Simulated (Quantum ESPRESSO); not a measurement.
As:

```xyz
2
Lattice="1.8808 1.0859 3.5141 -1.8808 1.0859 3.5141 0.0000 -2.1718 3.5141" Properties=species:S:1:pos:R:3 pbc="T T T"
As    0.0000    0.0000    2.3825
As    0.0000    0.0000    8.1597
```

Base run:

```yaml
Program: Quantum ESPRESSO 7.5
Functional: AM05
Potentials_or_basis: SG15 PBE 1.2
Cutoff: 952 eV
Density_cutoff: 3810 eV
k_mesh: 9 × 9 × 9
Occupations: fermi-dirac, width 0.05 eV
Spin: no spin polarisation
```

Its results: band gap on the k mesh none (metal or under the smearing width); pressure 2.3 GPa; largest force 0.587 eV/Å.

Problem. After a change of settings the same cell gave: band gap on the k mesh none (metal or under the smearing width); pressure 3.1 GPa; largest force 0.599 eV/Å. Which change was it?
A. functional from AM05 to LDA
B. functional from AM05 to vdW-DF-cx
C. functional from AM05 to RPBE
D. functional from AM05 to revPBE

Solution. B.

Caveats: the potentials were made for another functional, which shifts forces and pressure.

Runs at the PBE level aren't shown here.
